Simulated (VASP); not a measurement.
Runs of VASP 6.6.1 on K. All rows change the cell; the cell of one of them follows. The structure is tetragonal, space group I4/mmm (No. 139). The conventional cell has a = 4.797 Å, b = 4.797 Å, c = 7.055 Å, α = 90.00°, β = 90.00°, γ = 90.00°. This isn't the form of K at room conditions, which is bcc.

```tsv
cell	gap on the mesh (eV)	pressure (GPa)
strain +0.0400 x Voigt [0, 1, 0, 0, 0, 0], atoms carried along	none	(a)
strain +0.0100 x Voigt [0, 1, 0, 0, 0, 0], atoms carried along	none	-0.4
strain -0.0400 x Voigt [0, 1, 0, 0, 0, 0], atoms carried along	none	-0.3
strain -0.0200 x Voigt [0, 1, 0, 0, 0, 0], atoms carried along	none	-0.3
```

Alike in all rows: task single point; level PBE+D3(BJ); potentials or basis VASP PAW PBE potentials, release 64 (K_sv); no spin polarisation; k mesh 12 × 12 × 12; cutoff (eV) 520; smearing gaussian 0.15 eV.

Task: Estimate the missing entries.

Result: (a) -0.5.

Caveats: pairwise dispersion overbinds metals, which lowers pressure and volume.

A gap of «none» marks a metal or a gap under the smearing width.
